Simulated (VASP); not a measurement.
Input of a VASP 6.6.1 run:

Contents of INCAR:

```
  PREC = Accurate
  ENCUT = 600
  EDIFF = 1E-6
  ISMEAR = 0
  SIGMA = 0.02
  LREAL = False
  LASPH = True
  NELM = 120
  ALGO = Normal
  ISIF = 3
  LWAVE = False
  LCHARG = False
  GGA = PS
  IBRION = 2
  NSW = 60
  EDIFFG = -0.005
```

File KPOINTS:

```
Automatic mesh
0
Gamma
  10 10 10
```

Contents of POSCAR:

```
SrO
1.0
    0.0000000000      2.5650000000      2.5650000000
    2.5650000000      0.0000000000      2.5650000000
    2.5650000000      2.5650000000      0.0000000000
Sr O
1 1
Direct
    0.0000000000      0.0000000000      0.0000000000
    0.5000000000      0.5000000000      0.5000000000
```

Potentials or basis: VASP PAW PBE potentials, release 64 (Sr_sv, O).

Run with:

```bash
$ cat potpaw_PBE.64/Sr_sv/POTCAR potpaw_PBE.64/O/POTCAR > POTCAR
$ mpirun -np 1 vasp_std > vasp.out
```

(1) Predict the space group after relaxing (to 0.05 Å).

(2) What does it give for the band gap on the k mesh?

## Answers

(1) Fm-3m (No. 225).

(2) 3.15 eV, indirect (least direct gap 3.24 eV).
